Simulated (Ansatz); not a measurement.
# Ge (Fd-3m) in Ansatz: further runs

One crystal, Ge, is run at these levels: RPBE+D3(BJ), revPBE+D4, rPW86-PBE; tasks: relaxation of cell and atoms.

Everything below comes from runs of Ansatz 0.2.0. Logs are shortened: lines on timing, memory, paths and dates and some standing lists are left out, and cuts for length are marked.

## (1) Starting point

It takes space group Fd-3m (No. 227, cubic). The conventional cell has a = 5.658 Å, b = 5.658 Å, c = 5.658 Å, α = 90.00°, β = 90.00°, γ = 90.00°. Around Ge (site symmetry -43m) lie 4 Ge at 2.45 Å.

## (2) Relaxation of cell and atoms, RPBE+D3(BJ)

The input, input.yaml:

```yaml
crystal:
  lattice:
    - [0.0, 2.82891, 2.82891]
    - [2.82891, 0.0, 2.82891]
    - [2.82891, 2.82891, 0.0]
  atoms:
    - { symbol: Ge, position: [0.75, 0.75, 0.75] }
    - { symbol: Ge, position: [0.5, 0.5, 0.5] }
hamiltonian:
  xc: rpbe
  pseudopotentials: { kind: paw }
  dispersion: d3bj
kpoints:
  mp_grid: { grid: [8, 8, 8] }
scf:
  occupations: { method: fermi_dirac, width: 0.05 }
output:
  forces: true
  stress: true
relax:
  f_tol: 0.01
  max_steps: 40
  cell: { stress_tol: 0.05 }
```

Potentials or basis: Ansatz PAW.

Run with:

```console
$ ansatz run input.yaml --threads 2 --pin off --max-ram 5120MiB --backend cpu --events-out ev --progress --plain --runs-dir out
```

Standard output:

```text
Warning: RAYON_NUM_THREADS=2 ignored (pool sized by the plan → 2); use --threads N
Engine: ansatz 0.2.0, x86_64-unknown-linux-gnu
Pseudopotentials: kind: paw
Pseudopotential: Ge, paw, valence charge 14, recommended cutoff 420 eV (normal), Ge.paw.azcp
Functional definition: RPBE
  parameter kappa = 0.804
  parameter beta = 0.06672455060314922
  exchange = rpbe_x(kappa = kappa, mu = beta*pi^2/3)
  correlation = pbe_c(beta = beta)
Crystal: 2 atoms, lattice volume = 45.278 Å³
Basis set: ecut = 420 eV, 893 PW (Γ), exchange–correlation on 54×54×54 points (8 copies of the dense FFT grid, shifted against one another)
Bands: 18, of which v1, the nominal top of the filled ones, is band 14 counted from 1 (13 counted from 0)
Symmetry: 48 space group operations
Space group: Fd-3m (ITA 227), of the structure as read, at distance tolerance 3.6e-5 Å
k-points: 29 of 512
Non-local potential: Ge, projectors of the file, l = 0: 2, l = 1: 2, l = 2: 3, l = 3: 1
PAW form: soft (Blöchl's): semilocal exchange-correlation on the pseudo side does not see the compensation charge
PAW frozen core: Ge, regenerated for the run's functional, and the local potential with it (the file was generated under x = pbe(κ = 0.804, μ = 0.2195149727645171), c = pbe(β = 0.06672455060314922))
PAW one-centre angular grid: Ge, 590 points (default); XC on 64 Gauss nodes
Initial density: superposition of atomic densities (neutral atoms: chi_scale 0, normalization atom), corrected by the library's trained network
Initial wavefunctions: pseudopotential atomic-orbital guess
Functional: x = rpbe, c = pbe(β = 0.06672455060314922)
SCF iter   1: F=—  HF=-8603.891258 eV  |F-HF|=—  |Δ(HF+E_count)|=         —  Δρ=2.33e-3  dr2=8.07e-4  ethr=1.77e-3  ⟨swp⟩=6.0  Hψ=2497  notcnv=0
preconditioner: auto → none  [insulator: Δε(μ)=0.134 eV  Ē_g=23.512 eV  σ=0.050 eV  W_gap=0.57  n_scr=14 (ndim 8)  ℏωp=29.2 eV  f_vac=0.074  D(μ)=0.06/eV (n_scr^D=0)  ε∞_Penn≈2.5]
SCF iter   2: F=—  HF=-8603.890185 eV  |F-HF|=—  |Δ(HF+E_count)|=   1.07e-3  Δρ=7.18e-4  dr2=2.52e-4  ethr=2.88e-6  ⟨swp⟩=2.0  Hψ=1161  notcnv=0
SCF iter   3: F=—  HF=-8603.890078 eV  |F-HF|=—  |Δ(HF+E_count)|=   1.08e-4  Δρ=3.01e-4  dr2=3.02e-5  ethr=8.99e-7  ⟨swp⟩=2.0  Hψ=928  notcnv=0
SCF iter   4: F=—  HF=-8603.890104 eV  |F-HF|=—  |Δ(HF+E_count)|=   2.62e-5  Δρ=7.31e-5  dr2=7.35e-7  ethr=1.08e-7  ⟨swp⟩=3.0  Hψ=931  notcnv=0
iter 5 did not close the SCF: its close was put off for the readings that it lacked (scf_convergence_deferred on its scf_iter line)
SCF iter   5: F=-8603.890105 eV  HF=-8603.890105 eV  |F-HF|=2.90e-8  |Δ(HF+E_count)|=   1.36e-6  Δρ=1.03e-5  dr2=2.32e-8  ethr=2.63e-9  ⟨swp⟩=2.0  Hψ=931  notcnv=0
SCF iter   6: F=-8603.890105 eV  HF=-8603.890105 eV  |F-HF|=9.40e-10  |Δ(HF+E_count)|=   7.40e-8  Δρ=2.80e-6  dr2=1.55e-9  ethr=8.27e-11  ⟨swp⟩=2.0  Hψ=1666  notcnv=0
SCF 1 converged in 6 iterations: F = -8603.890105 eV  dr2 = 1.55e-9
relax step   1: F+E_penalty+E_count = -8603.89010528 eV  Δ(F+E_penalty+E_count) = +0.000e0 eV  max|allowed force component| = 1.388e-17 eV/Å  Δτ_max = 0.0000 Å  P = -4.287 GPa  Ω = 45.278 Å³  (6 SCF iters, dr2 threshold 1.00e-7 eV, accepted)
Crystal: 2 atoms, lattice volume = 43.022 Å³
Basis set: ecut = 420 eV, 869 PW (Γ), exchange–correlation on 54×54×54 points (8 copies of the dense FFT grid, shifted against one another)
[... 28 lines left out ...]
Initial wavefunctions: pseudopotential atomic-orbital guess (no wavefunctions were taken with the density)
iter 1 solved again at ethr=1.71e-7 eV; its pass at ethr=3.10e-3 eV (dr2=4.79e-5 eV) is discarded
SCF iter   1: F=—  HF=-8603.931931 eV  |F-HF|=—  |Δ(HF+E_count)|=         —  Δρ=4.21e-5  dr2=2.06e-7  ethr=1.71e-7  ⟨swp⟩=2.6  Hψ=3653  notcnv=0
preconditioner: auto → none  [insulator: Δε(μ)=0.467 eV  Ē_g=23.769 eV  σ=0.050 eV  W_gap=0.98  n_scr=14 (ndim 8)  ℏωp=30.2 eV  f_vac=0.053  D(μ)=0.01/eV (n_scr^D=0)  ε∞_Penn≈2.6]
SCF iter   2: F=—  HF=-8603.931932 eV  |F-HF|=—  |Δ(HF+E_count)|=   8.01e-7  Δρ=2.99e-5  dr2=1.38e-7  ethr=7.35e-10  ⟨swp⟩=2.0  Hψ=928  notcnv=0
SCF iter   3: F=—  HF=-8603.931932 eV  |F-HF|=—  |Δ(HF+E_count)|=   2.21e-7  Δρ=4.72e-6  dr2=3.39e-9  ethr=4.94e-10  ⟨swp⟩=3.0  Hψ=943  notcnv=0
SCF iter   4: F=—  HF=-8603.931932 eV  |F-HF|=—  |Δ(HF+E_count)|=   4.86e-9  Δρ=1.31e-6  dr2=2.53e-10  ethr=1.21e-11  ⟨swp⟩=2.0  Hψ=931  notcnv=0
SCF iter   5: F=-8603.931932 eV  HF=-8603.931932 eV  |F-HF|=3.64e-12  |Δ(HF+E_count)|=  3.44e-10  Δρ=1.12e-7  dr2=3.37e-12  ethr=1.00e-12  ⟨swp⟩=4.0  Hψ=2206  notcnv=0
SCF 5 converged in 5 iterations: F = -8603.931932 eV  dr2 = 3.37e-12
relax step   5: F+E_penalty+E_count = -8603.93193184 eV  Δ(F+E_penalty+E_count) = +4.784e-4 eV  max|allowed force component| = 1.735e-17 eV/Å  Δτ_max = 0.0000 Å  P = +0.004 GPa  Ω = 42.377 Å³  stress off target by 4.01e-3 GPa  SCF on the basis re-selected at this cell (its energy is not comparable with the rows above)  (5 SCF iters)
basis re-selected at this cell: Δ(F+E_penalty+E_count) = +4.784e-4 eV, ΔP = +0.002 GPa vs the last step (what re-selecting the basis moved, of the pressure what is left beyond the Pulay correction that the steps carried, after the strain that the cell walked since its last selection, with what the two solves' SCF thresholds leave and, on support functions, any second-order correction that the steps lacked; it is no measure of the basis error at this ecutwfc). This SCF's stress stands 4.01e-3 GPa from its target on what of the cell is left free (relax.cell.stress_tol is 5.00e-2 GPa) and its largest allowed force component is 1.73e-17 eV/Å (relax.f_tol is 1.00e-2 eV/Å): within both
SCF converged after 5 iterations
Free energy (F): -8603.931932 eV
Harris-Foulkes:  -8603.931932 eV  (|F-HF|=3.64e-12)
Internal energy: -8603.931840 eV  (E = F + TS)
E sigma→0 (E₀):  -8603.931886 eV
Entropy (-TS):   -0.000091 eV (-0.046 meV/atom)
Fermi energy:    9.816790 eV
--- Per-component energies (eV) ---
  E_band       = -272.823525
  E_kinetic    = 224.943295
  E_local      = -4844.081650  (includes V_loc(G=0)·N_el)
  E_nonlocal   = 837.298091
  E_hartree    = 2131.692585
  E_xc         = -152.322720
  E_vxc        = -130.357647  (∫ρ·V_xc dr)
  E_paw        = -4051.263266  (= ΣΔE_a)
  E_vpaw       = -624.011575  (= ΣTr[D̂ρ^β])
  E_aug_tail   = 0.000806  (compensation charges beyond the density's cutoff)
  E_ewald      = -2747.110948
  E_disp       = -2.724220  (pairwise vdW)
  E_core_change = -0.363813  (= ΣΔE_core)
  E_smearing   = -0.000091  (= −TS)
  E_closure    = -0.000000  (closes the sum)
  Σ components = -8603.931932   (vs F -8603.931932, Δ=0.00e0)
--- Forces (eV/Å), atoms counted from 1 ---
  atom   1  Ge    -0.00000000    -0.00000000    -0.00000000
  atom   2  Ge     0.00000000     0.00000000     0.00000000
  max |Σ_I F_I| component: 2.08e-17 eV/Å
--- Stress (GPa, compression-positive) ---
        0.004005      -0.000000      -0.000000
       -0.000000       0.004005      -0.000000
       -0.000000      -0.000000       0.004005
  P = ⅓ Tr σ = 0.0040 GPa (0.040 kbar)
--- Relaxed structure (4 steps of the walk, 4 accepted, 1 SCFs on fresh bases) ---
  F+E_penalty+E_count = -8603.93193184 eV   max|allowed force component| = 1.735e-17 eV/Å   (the final SCF, on the basis selected at the relaxed cell)
  cell:  # Å, volume = 42.3767 Å³
    - [-2.5476861140314216e-35, 2.767147883179344, 2.767147883179344]
    - [2.767147883179344, -7.165366911501062e-34, 2.767147883179344]
    - [2.767147883179344, 2.767147883179344, -2.770608542886977e-34]
  atoms:
    - { symbol: Ge, position: [0.75, 0.75, 0.75] }
    - { symbol: Ge, position: [0.5, 0.5, 0.5] }
```

Wall time 2.5 s (2 threads of Intel Xeon at 2.80GHz (Skylake/Cascade Lake), shared host); peak memory 0.37 GiB.

Results:

```yaml
Free_energy: -8603.9319 eV
Relaxed_volume: 21.19 Å³/atom
Relaxed_cell: a = 3.913 Å, b = 3.913 Å, c = 3.913 Å, α = 60.00°, β = 60.00°, γ = 60.00°
Space_group_after_relaxing_to_0.05_Å: Fd-3m (No. 227)
Energy_gained_by_relaxing: 20.9 meV/atom
Ionic_steps: 5
Pressure_after_relaxing: 0.0 GPa
Band_gap_on_the_k_mesh: 0.47 eV
```

Step by step:
```csv
step,energy change (eV),largest force (eV/Å),volume (Å³)
1,0.0000,0.0000,45.28
2,-0.0399,0.0000,43.02
3,-0.0423,0.0000,42.27
4,-0.0423,0.0000,42.38
5,-0.0418,0.0000,42.38
```

Final structure:
```yaml
crystal:
  lattice:
    - [0.00000, 2.76715, 2.76715]
    - [2.76715, 0.00000, 2.76715]
    - [2.76715, 2.76715, 0.00000]
  atoms:
    - { symbol: Ge, position: [0.75000, 0.75000, 0.75000] }
    - { symbol: Ge, position: [0.50000, 0.50000, 0.50000] }
```

Caveat: the plane-wave basis is chosen anew once the cell has moved, so the energies of steps on either side of that aren't comparable; the PAW data sets come from PBE, with cores solved anew for the run's functional, which leaves a small shift of forces and pressure.

## (3) Relaxation of cell and atoms, revPBE+D4

input.yaml, as its differences from that of step 2:

```diff
@@ -9,5 +9,5 @@
 hamiltonian:
-  xc: rpbe
+  xc: revpbe
   pseudopotentials: { kind: paw }
-  dispersion: d3bj
+  dispersion: d4
 kpoints:
```

Potentials or basis: Ansatz PAW.

Run with:

```console
$ ansatz run input.yaml --threads 2 --pin off --max-ram 5120MiB --backend cpu --events-out ev --progress --plain --runs-dir out
```

Run time: 2.4 s. Hardware: 2 threads of Intel Xeon at 2.80GHz (Skylake/Cascade Lake), shared host; peak memory 0.37 GiB.

The run converged. Its results:

```
Free energy                            : -8599.1564 eV
Relaxed volume                         : 22.94 Å³/atom
Relaxed cell                           : a = 4.018 Å, b = 4.018 Å, c = 4.018 Å, α = 60.00°, β = 60.00°, γ = 60.00°
Space group after relaxing (to 0.05 Å) : Fd-3m (No. 227)
Energy gained by relaxing              : 0.8 meV/atom
Ionic steps                            : 4
Pressure after relaxing                : 0.0 GPa
```

Step by step:
| step | energy change (eV) | largest force (eV/Å) | volume (Å³) |
| --- | --- | --- | --- |
| 1 | 0.0000 | 0.0000 | 45.28 |
| 2 | -0.0014 | 0.0000 | 45.74 |
| 3 | -0.0015 | 0.0000 | 45.87 |
| 4 | -0.0016 | 0.0000 | 45.87 |

Final structure:
```xyz
2
Lattice="0.0000 2.8413 2.8413 2.8413 0.0000 2.8413 2.8413 2.8413 0.0000" Properties=species:S:1:pos:R:3 pbc="T T T"
Ge    4.2619    4.2619    4.2619
Ge    2.8413    2.8413    2.8413
```

Caveat: the plane-wave basis is chosen anew once the cell has moved, so the energies of steps on either side of that aren't comparable; the PAW data sets come from PBE, with cores solved anew for the run's functional, which leaves a small shift of forces and pressure.

## (4) Relaxation of cell and atoms, rPW86-PBE

input.yaml, as its differences from that of step 3:

```diff
@@ -9,5 +9,4 @@
 hamiltonian:
-  xc: revpbe
+  xc: { exchange: rpw86, correlation: pbe }
   pseudopotentials: { kind: paw }
-  dispersion: d4
 kpoints:
```

Run with:

```console
$ ansatz run input.yaml --threads 2 --pin off --max-ram 5120MiB --backend cpu --events-out ev --progress --plain --runs-dir out
```

Run time: 2.8 s. Hardware: 2 threads of Intel Xeon at 2.80GHz (Skylake/Cascade Lake), shared host; peak memory 0.38 GiB.

Results (log left out):

| Property | Result |
| --- | --- |
| Free energy | -8652.8534 eV |
| Relaxed volume | 25.15 Å³/atom |
| Relaxed cell | a = 4.143 Å, b = 4.143 Å, c = 4.143 Å, α = 60.00°, β = 60.00°, γ = 60.00° |
| Space group after relaxing (to 0.05 Å) | Fd-3m (No. 227) |
| Energy gained by relaxing | 48.2 meV/atom |
| Ionic steps | 5 |
| Pressure after relaxing | 0.0 GPa |

Step by step:
```
step  energy change (eV)  largest force (eV/Å)  volume (Å³)
   1              0.0000                0.0000        45.28
   2             -0.0897                0.0000        49.02
   3             -0.0946                0.0000        50.07
   4             -0.0947                0.0000        50.29
   5             -0.0964                0.0000        50.29
```

Final structure:
```yaml
crystal:
  lattice:
    - [0.00000, 2.92972, 2.92972]
    - [2.92972, 0.00000, 2.92972]
    - [2.92972, 2.92972, 0.00000]
  atoms:
    - { symbol: Ge, position: [0.75000, 0.75000, 0.75000] }
    - { symbol: Ge, position: [0.50000, 0.50000, 0.50000] }
```

Caveat: the plane-wave basis is chosen anew once the cell has moved, so the energies of steps on either side of that aren't comparable; the volume moved by +11 % from the deposited cell, more than functionals usually miss; the PAW data sets come from PBE, with cores solved anew for the run's functional, which leaves a small shift of forces and pressure.

## (5) Overview

```csv
level,pressure (GPa),relaxed volume (Å³/atom)
RPBE+D3(BJ),0.0,21.19
revPBE+D4,0.0,22.94
rPW86-PBE,0.0,25.15
```

Alike in all rows: task relaxation of cell and atoms; potentials or basis Ansatz PAW; no spin polarisation; cell relaxed; k mesh 8 × 8 × 8; cutoff (eV) 420; smearing fermi-dirac 0.05 eV.

Caveats: the plane-wave basis is chosen anew once the cell has moved, so the energies of steps on either side of that aren't comparable; the PAW data sets come from PBE, with cores solved anew for the run's functional, which leaves a small shift of forces and pressure; the volume moved by +11 % from the deposited cell, more than functionals usually miss (some runs).

Total energies depend on the potentials used, so only differences within one code and one set of settings carry meaning.

## (6) How close it comes

Step 2. The cell as given is a measured one (22.64 Å³/atom); RPBE+D3(BJ) puts the equilibrium volume -6.4 % from it, thermal expansion not counted.

Step 3. The cell as given is a measured one (22.64 Å³/atom); revPBE+D4 puts the equilibrium volume +1.3 % from it, thermal expansion not counted.

Step 4. The cell as given is a measured one (22.64 Å³/atom); rPW86-PBE puts the equilibrium volume +11.1 % from it, thermal expansion not counted.
